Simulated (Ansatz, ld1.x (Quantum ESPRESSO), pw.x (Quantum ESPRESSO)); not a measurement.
## pw.x on fcc In: one setting changed

Potential: ultrasoft, ld1.x (Quantum ESPRESSO) 7.5, PBE; core [Kr] 4d10, reference 5s2 5p1; waves: 5s (bound): rcut 1.80, rcutus 2.40 bohr; 5s channel at 0.8 Ry: rcut 1.80, rcutus 2.40 bohr; 5p (bound): rcut 2.75, rcutus 4.54 bohr; 5p channel at 0.15 Ry: rcut 2.75, rcutus 4.54 bohr; 5d channel at 0.3 Ry: rcut 2.90, rcutus 3.10 bohr; 5d channel at 1.3 Ry: rcut 2.90, rcutus 3.10 bohr; local part: all-electron potential smoothed inside 2.90 bohr (lloc = -1); core correction: a·sin(br)/r model core inside 1.85 bohr; augmentation: PSQ, inside the norm-conserving radii.

The reference run (k-mesh 12³, cutoffs 40/320 Ry, Fermi–Dirac 0.01 Ry, mixing_beta 0.4, conv_thr 1e-9, no spin) gives 0.06 GPa at 27.754 Å³/atom, where all-electron LAPW gives -0.32 GPa. This run, with its own iteration cap, changes nspin = 2 with starting_magnetization to 0.2.

```
&control
  calculation='scf', prefix='x', pseudo_dir='./', outdir='./tmp', tstress=.true., disk_io='none'
/
&system
  ibrav=0, nat=1, ntyp=1, ecutwfc=40, ecutrho=320, nbnd=8,
  occupations='smearing', smearing='fd', degauss=0.01, nspin=2, starting_magnetization(1)=0.2
/
&electrons
  conv_thr=1e-09, mixing_beta=0.4, electron_maxstep=50
/
ATOMIC_SPECIES
In 1.0 In.UPF
CELL_PARAMETERS angstrom
  0.00000000 2.40306322 2.40306322
  2.40306322 0.00000000 2.40306322
  2.40306322 2.40306322 0.00000000
ATOMIC_POSITIONS crystal
In 0.0000 0.0000 0.0000
K_POINTS automatic
12 12 12 0 0 0
```

```bash
pw.x < In.scf.in > In.scf.out
```

Problem. How does the run end?

Solution. It converges in 7 iterations; the free energy moves by +0.0 meV/atom and the pressure by +0.00 GPa. The result is that of the reference run.

```
Message from routine setup:
     using ibrav=0 with symmetry is DISCOURAGED, use correct ibrav instead
     lattice parameter (alat)  =       6.4221  a.u.
     unit-cell volume          =     187.2933 (a.u.)^3
     number of electrons       =         3.00
     number of Kohn-Sham states=            8
     kinetic-energy cutoff     =      40.0000  Ry
     charge density cutoff     =     320.0000  Ry
     scf convergence threshold =      1.0E-09
     Exchange-correlation= PBE
     atomic species   magnetization
     number of k points=    72  Fermi-Dirac smearing, width (Ry)=  0.0100
     iteration #  1     ecut=    40.00 Ry     beta= 0.40
     total energy              =      -8.94880583 Ry
     estimated scf accuracy    <       0.00263450 Ry
     total magnetization       =     0.13 Bohr mag/cell
     absolute magnetization    =     0.13 Bohr mag/cell
     iteration #  2     ecut=    40.00 Ry     beta= 0.40
     total energy              =      -8.95042494 Ry
     estimated scf accuracy    <       0.00096851 Ry
     total magnetization       =     0.09 Bohr mag/cell
     absolute magnetization    =     0.09 Bohr mag/cell
     iteration #  3     ecut=    40.00 Ry     beta= 0.40
     total energy              =      -8.95089546 Ry
     estimated scf accuracy    <       0.00001158 Ry
     total magnetization       =     0.02 Bohr mag/cell
     absolute magnetization    =     0.02 Bohr mag/cell
     iteration #  4     ecut=    40.00 Ry     beta= 0.40
     c_bands:  1 eigenvalues not converged
     total energy              =      -8.95092876 Ry
     estimated scf accuracy    <       0.00000277 Ry
     total magnetization       =     0.00 Bohr mag/cell
     absolute magnetization    =     0.00 Bohr mag/cell
     iteration #  5     ecut=    40.00 Ry     beta= 0.40
     total energy              =      -8.95092977 Ry
     estimated scf accuracy    <       0.00000020 Ry
     total magnetization       =     0.00 Bohr mag/cell
     absolute magnetization    =     0.00 Bohr mag/cell
     iteration #  6     ecut=    40.00 Ry     beta= 0.40
     total energy              =      -8.95093012 Ry
     estimated scf accuracy    <       0.00000001 Ry
     total magnetization       =     0.00 Bohr mag/cell
     absolute magnetization    =     0.00 Bohr mag/cell
     iteration #  7     ecut=    40.00 Ry     beta= 0.40
     the Fermi energy is     4.3972 ev
!    total energy              =      -8.95093012 Ry
     estimated scf accuracy    <          2.2E-10 Ry
     smearing contrib. (-TS)   =      -0.00221969 Ry
     The total energy is F=E-TS. E is the sum of the following terms:
     one-electron contribution =       2.31395136 Ry
     hartree contribution      =       0.01784890 Ry
     xc contribution           =      -6.73717605 Ry
     ewald contribution        =      -4.54333464 Ry
     total magnetization       =     0.00 Bohr mag/cell
     absolute magnetization    =     0.00 Bohr mag/cell
     convergence has been achieved in   7 iterations
          total   stress  (Ry/bohr**3)                   (kbar)     P=        0.60
     Message from routine punch:
     Nothing written, as per user request (disk_io='none')
```

The run took about 12 s on one core of a shared host (Neoverse-V1, 32 threads, 247 GiB, load 25).
